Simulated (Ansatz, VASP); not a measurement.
HfO2 in VASP and in Ansatz

The input INCAR:

```
ALGO = Normal ; EDIFF = 1E-7
ENCUT = 520 ; GGA = PE
ISIF = 2 ; ISMEAR = 0
LASPH = T ; LCHARG = F
LREAL = F ; LWAVE = F
NBANDS = 18 ; NELM = 80
PREC = Accurate ; SIGMA = 0.05
```

KPOINTS

```
k-points
0
Gamma
  8 8 8
```

File POSCAR:

```
HfO2
1.0
    0.0000000000      2.5488057606      2.5488057606
    2.5488057606      0.0000000000      2.5488057606
    2.5488057606      2.5488057606      0.0000000000
Hf O
1 2
Direct
    0.0000000000      0.0000000000      0.0000000000
    0.2549042576      0.2450957424      0.2549042576
    0.7549042576      0.7450957424      0.7549042576
```

Input for Ansatz:

```yaml
crystal:
  lattice:
    - [0.0, 2.5488057606, 2.5488057606]
    - [2.5488057606, 0.0, 2.5488057606]
    - [2.5488057606, 2.5488057606, 0.0]
  atoms:
    - { symbol: Hf, position: [0.0, 0.0, 0.0] }
    - { symbol: O, position: [0.2549042576, 0.2450957424, 0.2549042576] }
    - { symbol: O, position: [0.7549042576, 0.7450957424, 0.7549042576] }
basis:
  ecutwfc: 420
kpoints:
  mp_grid: { grid: [8, 8, 8] }
hamiltonian:
  xc: pbe
scf:
  occupations: { method: gaussian, width: 0.05 }
output:
  forces: true
  stress: true
  eigenvalues: true
```

Change from the starting cell: all O atoms moved +0.025 Å, as atom 2 along Cartesian [0 1 0].

Alike in both runs: task single point; functional PBE; k mesh 8 × 8 × 8; occupations gaussian, width 0.05 eV; no spin polarisation.

```csv
,VASP,Ansatz
version,VASP 6.6.1,Ansatz 0.2.0
potentials or method,"VASP PAW PBE potentials, release 64 (Hf_pv, O)","scalar-relativistic, plane waves, PAW"
plane-wave cutoff (eV),520,420
valence electrons in the cell,22,38
```

|  | VASP | Ansatz | Ansatz less VASP |
| --- | --- | --- | --- |
| gap on the k mesh at the Fermi level (eV) | 3.76 | 3.75 | -0.011 |
| least direct gap on the mesh (eV) | 3.76 | 3.75 | -0.011 |
| pressure (GPa) | -3.6 | 0.1 | +3.63 |
| rms of the force components (eV/Å) | 0.045 | 0.048 | +0.0033 |

Atom by atom the forces differ by 0.003 eV/Å (rms over components). The two sets of potentials don't hold the same shells in valence.

Caveats: spin-orbit coupling is left out, which moves the levels of the heavy elements. A k mesh can miss the band edges.
